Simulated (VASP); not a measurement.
Input of a VASP 6.6.1 run:

The input INCAR:

```
SYSTEM = CdS
PREC = Accurate
ENCUT = 520
EDIFF = 1E-6
ISMEAR = -1
SIGMA = 0.05
LREAL = .False.
LASPH = .True.
NELM = 100
ALGO = Normal
ISIF = 2
LWAVE = .False.
LCHARG = .False.
METAGGA = SCAN
LMIXTAU = .True.
NBANDS = 26
```

The input KPOINTS:

```
regular mesh
0
Gamma
  7 7 4
  0 0 0
```

Contents of POSCAR:

```
CdS
1.0
    4.1500000000      0.0000000000      0.0000000000
   -2.0750000000      3.5940054257      0.0000000000
    0.0000000000      0.0000000000      6.7370000000
Cd S
2 2
Direct
    0.6666666667      0.3333333333      0.5000000000
    0.3333333333      0.6666666667      0.0000000000
    0.6666666667      0.3333333333      0.8750000000
    0.3333333333      0.6666666667      0.3750000000
```

The input KPOINTS_OPT:

```
path GMKGALHA,LM,KH
10
line-mode
reciprocal
 0.0000000000  0.0000000000  0.0000000000  G
 0.5000000000  0.0000000000  0.0000000000  M

 0.5000000000  0.0000000000  0.0000000000  M
 0.3333333333  0.3333333333  0.0000000000  K

 0.3333333333  0.3333333333  0.0000000000  K
 0.0000000000  0.0000000000  0.0000000000  G

 0.0000000000  0.0000000000  0.0000000000  G
 0.0000000000  0.0000000000  0.5000000000  A

 0.0000000000  0.0000000000  0.5000000000  A
 0.5000000000  0.0000000000  0.5000000000  L

 0.5000000000  0.0000000000  0.5000000000  L
 0.3333333333  0.3333333333  0.5000000000  H

 0.3333333333  0.3333333333  0.5000000000  H
 0.0000000000  0.0000000000  0.5000000000  A

 0.5000000000  0.0000000000  0.5000000000  L
 0.5000000000  0.0000000000  0.0000000000  M

 0.3333333333  0.3333333333  0.0000000000  K
 0.3333333333  0.3333333333  0.5000000000  H
```

Potentials or basis: VASP PAW PBE potentials, release 64 (Cd, S).

Run with:

```sh
$ cat potpaw_PBE.64/Cd/POTCAR potpaw_PBE.64/S/POTCAR > POTCAR
$ mpirun -np 1 vasp_std > vasp.out
```

Predict the pressure.

0.3 GPa.

Estimate the band gap along the path.

1.58 eV, direct.

Levels at the corners of the path, in eV from the valence-band top:
```
point  band 15  band 16  band 17  band 18  band 19  band 20  band 21  band 22
    Γ    -0.78    -0.04     0.00     0.00     1.58     3.19     6.93     6.93
    M    -2.68    -1.90    -1.31    -0.75     4.12     4.21     5.39     6.82
    M    -2.68    -1.90    -1.31    -0.75     4.12     4.21     5.39     6.82
    K    -3.13    -1.88    -1.88    -1.64     4.88     5.54     5.54     7.42
    K    -3.13    -1.88    -1.88    -1.64     4.88     5.54     5.54     7.42
    Γ    -0.78    -0.04     0.00     0.00     1.58     3.19     6.93     6.93
    Γ    -0.78    -0.04     0.00     0.00     1.58     3.19     6.93     6.93
    A    -0.40    -0.40    -0.40    -0.40     3.23     3.23     6.60     6.60
    A    -0.40    -0.40    -0.40    -0.40     3.23     3.23     6.60     6.60
    L    -1.36    -1.36    -1.34    -1.34     3.82     3.82     5.78     5.78
    L    -1.36    -1.36    -1.34    -1.34     3.82     3.82     5.78     5.78
    H    -2.45    -2.45    -1.14    -1.14     4.82     4.82     6.37     6.37
    H    -2.45    -2.45    -1.14    -1.14     4.82     4.82     6.37     6.37
    A    -0.40    -0.40    -0.40    -0.40     3.23     3.23     6.60     6.60
    L    -1.36    -1.36    -1.34    -1.34     3.82     3.82     5.78     5.78
    M    -2.68    -1.90    -1.31    -0.75     4.12     4.21     5.39     6.82
    K    -3.13    -1.88    -1.88    -1.64     4.88     5.54     5.54     7.42
    H    -2.45    -2.45    -1.14    -1.14     4.82     4.82     6.37     6.37
```

Caveat: the PAW data sets were made with another functional, which shifts forces and pressure a little.

**The experiment to reproduce.**

“Isotope dependence of band-gap energy”, 2008, arxiv:0807.2152 quotes, for a bulk crystal of CdS: band gap 2.5809 ± 0.0002 eV.

Measured gap of CdS: 2.5809 eV (quoted in “Isotope dependence of band-gap energy”, 2008, arxiv:0807.2152). This calculation gives 1.58 eV (-1.01 eV). Spin-orbit coupling on Cd is left out. The value is that of SCAN, without temperature or zero-point motion.
